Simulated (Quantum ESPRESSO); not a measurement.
# TaN in Quantum ESPRESSO: the effect of functional

TaN:

```
Ta N
1.0
     2.93800    0.00000    0.00000
    -1.46900    2.54438    0.00000
     0.00000    0.00000    2.88300
Ta N
1 1
Direct
  0.00000 0.00000 0.50000
  0.66667 0.33333 0.00000
```

Alike in all runs:

| Item | Value |
| --- | --- |
| Program | Quantum ESPRESSO 7.5 |
| Task | phonons |
| Cutoff | 1143 eV |
| Density cutoff | 4572 eV |
| k mesh | 7 × 7 × 6 |
| Occupations | cold, width 0.2 eV |
| Spin | no spin polarisation |

Each run relaxes the cell or the atoms first.

| functional | potentials or basis | relaxed volume (Å³/atom) | highest phonon frequency (cm⁻¹) |
| --- | --- | --- | --- |
| LDA | PseudoDojo 0.4.1 SR LDA standard | ? | ? |
| PBEsol | PseudoDojo 0.4.1 SR PBEsol standard | 10.62 | 549 |
| PW91 | PseudoDojo 0.4.1 SR PBE standard | 10.92 | 528 |
| WC | PseudoDojo 0.4.1 SR PBE standard | 10.70 | 545 |
| AM05 | PseudoDojo 0.4.1 SR PBE standard | 10.62 | 550 |
| vdW-DF-cx | PseudoDojo 0.4.1 SR PBE standard | 10.70 | 554 |

Problem. What does the run with functional LDA give?

Solution. Relaxed volume 10.36 Å³/atom; highest phonon frequency 569 cm⁻¹.

Caveats: all runs use coarse meshes; the mesh is thin for the phonons of a metal; the potentials were made for another functional, which shifts forces and pressure (some runs).

Runs at the PBE level aren't shown here.
